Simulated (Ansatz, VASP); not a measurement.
This is a calculation of Ag for VASP 6.6.1.

Contents of INCAR:

```
SYSTEM = Ag
PREC = Accurate
ENCUT = 520
EDIFF = 1E-7
ISMEAR = -1
SIGMA = 0.05
LREAL = .False.
LASPH = .True.
NELM = 100
ALGO = Normal
ISIF = 2
LWAVE = .False.
LCHARG = .False.
GGA = PE
```

KPOINTS

```
Automatic mesh
0
Gamma
  11 11 11
  0 0 0
```

File POSCAR:

```
Ag
1.0
   -1.5894278400      1.5894278400      1.6556540000
    1.5894278400     -1.5894278400      1.6556540000
    1.5894278400      1.5894278400     -1.6556540000
Ag
1
Direct
    0.0000000000      0.0000000000      0.0000000000
```

Potentials or basis: VASP PAW PBE potentials, release 64 (Ag).

Command:

```console
$ cat potpaw_PBE.64/Ag/POTCAR > POTCAR
$ mpirun -np 1 vasp_std > vasp.out
```

Problem. Translate it to Ansatz 0.2.0. Potentials there: Ansatz PAW.

Solution. As run (the cutoff follows the program's own potentials):

Contents of input.yaml:

```yaml
crystal:
  lattice:
    - [-1.58942784, 1.58942784, 1.655654]
    - [1.58942784, -1.58942784, 1.655654]
    - [1.58942784, 1.58942784, -1.655654]
  atoms:
    - { symbol: Ag, position: [0.0, 0.0, 0.0] }
hamiltonian:
  xc: pbe
  pseudopotentials: { kind: paw }
kpoints:
  mp_grid: { grid: [11, 11, 11] }
scf:
  occupations: { method: fermi_dirac, width: 0.05 }
output:
  forces: true
  stress: true
  eigenvalues: true
```

Potentials or basis: Ansatz PAW.

Launch:

```sh
$ ansatz run input.yaml --threads 2 --pin off --max-ram 5632MiB --backend cpu --events-out ev --progress --plain --runs-dir out
```

Both were run:

|  | VASP | Ansatz | Ansatz less VASP |
| --- | --- | --- | --- |
| gap on the k mesh at the Fermi level (eV) | none | none | - |
| pressure (GPa) | 7.6 | 7.8 | +0.20 |
| largest component of the traceless stress (GPa) | 0.83 | 0.85 | +0.023 |

A gap of «none» marks a metal or a gap that the smearing closes. The functional is the same, so the differences come from potentials, cutoffs and numerics. The two sets of potentials don't hold the same shells in valence.
